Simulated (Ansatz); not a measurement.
**TiC in Ansatz: the effect of Hubbard term**

The system is TiC.

```
Ti C
1.0
     0.00000    2.16572    2.16572
     2.16572    0.00000    2.16572
     2.16572    2.16572    0.00000
Ti C
1 1
Direct
  0.00000 0.00000 0.00000
  0.50000 0.50000 0.50000
```

The cell is a database's computed one.

Alike in all runs:

* Program: Ansatz 0.2.0
* Task: density of states
* Functional: PBEsol
* Potentials or basis: all-electron LAPW, scalar-relativistic
* Cutoff: 312 eV
* Density cutoff: 1249 eV
* Basis error allowed: 0.001 eV/atom
* k mesh: 11 × 11 × 11
* Occupations: fermi-dirac, width 0.05 eV
* Spin: no spin polarisation

One run gave: pressure 10.2 GPa. Which Hubbard term did it use?
A. Ti d U = 6 eV
B. Ti d U = 4 eV
C. Ti d U = 8 eV
D. none
E. Ti d U = 2 eV

C.

| Hubbard term | pressure (GPa) |
| --- | --- |
| none | -6.7 |
| Ti d U = 2 eV | -3.7 |
| Ti d U = 4 eV | -0.1 |
| Ti d U = 6 eV | 4.4 |
| Ti d U = 8 eV | 10.2 |

Caveats: U is the effective U less J, on atomic orbitals that reach past the spheres (some runs); U without spin polarisation on a metal has little footing (some runs); the U is typed as a test and isn't derived for this compound (some runs).

Not every run made on this cell is shown here.
